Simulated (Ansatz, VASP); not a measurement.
# BiTe in VASP and in Ansatz

```xyz
2
Lattice="2.4388 1.4080 3.3393 -2.4388 1.4080 3.3393 0.0000 -2.8160 3.3393" Properties=species:S:1:pos:R:3 pbc="T T T"
Bi    0.0000    0.0000    5.0089
Te    0.0000    0.0000    0.0000
```

The cell comes from a database or a generator and needn't be the stable form of this composition.

Alike in both runs: task single point; functional PBE; k mesh 7 × 7 × 7; occupations fermi-dirac, width 0.05 eV; no spin polarisation.

|  | VASP | Ansatz |
| --- | --- | --- |
| version | VASP 6.6.1 | Ansatz 0.2.0 |
| potentials or method | VASP PAW PBE potentials, release 64 (Bi_d, Te) | Ansatz PAW earlier set |
| plane-wave cutoff (eV) | 520 | 600 |
| valence electrons in the cell | 21 | 39 |

Ansatz gave:

```
gap on the k mesh at the Fermi level (eV)       : none
pressure (GPa)                                  : -0.7
largest component of the traceless stress (GPa) : 0.12
```

Problem. Which values does VASP return?

Solution. gap on the k mesh at the Fermi level (eV): none; pressure (GPa): -0.8; largest component of the traceless stress (GPa): 0.13.

A gap of «none» marks a metal or a gap that the smearing closes. With one functional, cell and mesh, what is left measures potentials, basis and numerics. The two sets of potentials don't hold the same shells in valence.

Caveats: spin-orbit coupling is left out, which moves the levels of the heavy elements.
